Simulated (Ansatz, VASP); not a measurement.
## Two plane-wave programs on SnTe

INCAR

```
SYSTEM = SnTe
PREC = Accurate
ENCUT = 520
EDIFF = 1E-6
ISMEAR = 0
SIGMA = 0.02
LREAL = .FALSE.
LASPH = .TRUE.
NELM = 60
ALGO = Normal
ISIF = 2
LWAVE = .FALSE.
LCHARG = .TRUE.
GGA = PE
LELF = .TRUE.
```

KPOINTS

```
Automatic mesh
0
G
  7 7 7
  0 0 0
```

POSCAR

```
SnTe
1.0
    0.0000000000      3.1508500000      3.1508500000
    3.1508500000      0.0000000000      3.1508500000
    3.1508500000      3.1508500000      0.0000000000
Te Sn
1 1
Direct
    0.5000000000      0.5000000000      0.5000000000
    0.0000000000      0.0000000000      0.0000000000
```

File input.yaml:

```yaml
crystal:
  lattice:
    - [0.0, 3.15085, 3.15085]
    - [3.15085, 0.0, 3.15085]
    - [3.15085, 3.15085, 0.0]
  atoms:
    - { symbol: Te, position: [0.5, 0.5, 0.5] }
    - { symbol: Sn, position: [0.0, 0.0, 0.0] }
hamiltonian:
  xc: pbe
  pseudopotentials: { kind: paw }
kpoints:
  mp_grid: { grid: [7, 7, 7] }
scf:
  occupations: { method: gaussian, width: 0.02 }
output:
  forces: true
  stress: true
  eigenvalues: true
```

Alike in both runs: functional PBE; k mesh 7 × 7 × 7; occupations gaussian, width 0.02 eV; no spin polarisation.

|  | VASP | Ansatz |
| --- | --- | --- |
| version | VASP 6.6.1 | Ansatz 0.2.0 |
| potentials or method | VASP PAW PBE potentials, release 64 (Te, Sn_d) | Ansatz PAW |
| plane-wave cutoff (eV) | 520 | 420 |
| valence electrons in the cell | 20 | 30 |
| task | electron localisation function | single point |

|  | VASP | Ansatz | Ansatz less VASP |
| --- | --- | --- | --- |
| gap on the k mesh at the Fermi level (eV) | 0.66 | 0.66 | +0.001 |
| least direct gap on the mesh (eV) | 0.66 | 0.66 | +0.001 |
| pressure (GPa) | 2.2 | 2.2 | +0.06 |

With one functional, cell and mesh, what is left measures potentials, basis and numerics. The two sets of potentials don't hold the same shells in valence.

The runs have no spin-orbit coupling, so splittings on Te are missing.
